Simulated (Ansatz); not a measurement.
The system is InAs.

```
In As
1.0
     0.00000    2.87730    2.87730
     2.87730    0.00000    2.87730
     2.87730    2.87730    0.00000
In As
1 1
Cartesian
  2.8773 2.8773 2.8773
  0.0000 0.0000 0.0000
```

Measurements of this composition are mostly on another form, of space group No. 216.

Base run:

```yaml
Program: Ansatz 0.2.0
Functional: revPBE
Potentials_or_basis: Ansatz PAW
Cutoff: "420 eV (not typed: the program's choice for these potentials)"
k_mesh: 8 × 8 × 8
Occupations: fermi-dirac, width 0.05 eV
Spin: no spin polarisation
```

Its results: band gap on the k mesh none (metal or under the smearing width); pressure 1.2 GPa.

Question: After a change of settings the same cell gave: band gap on the k mesh none (metal or under the smearing width); pressure -0.1 GPa. Which change was it?
A. functional from revPBE to BLYP
B. functional from revPBE to LDA
C. functional from revPBE to PBE
D. functional from revPBE to r2SCAN; cutoff from 420 eV (not typed: the program's choice for these potentials) to 500 eV (not typed: the program's choice for these potentials)

Answer: C.

PBE binds more tightly than revPBE, so the same cell stands under less pressure.

Caveats: spin-orbit coupling is left out, which moves the levels of the heavy elements; the PAW data sets come from PBE, with cores solved anew for the run's functional, which leaves a small shift of forces and pressure (some runs).
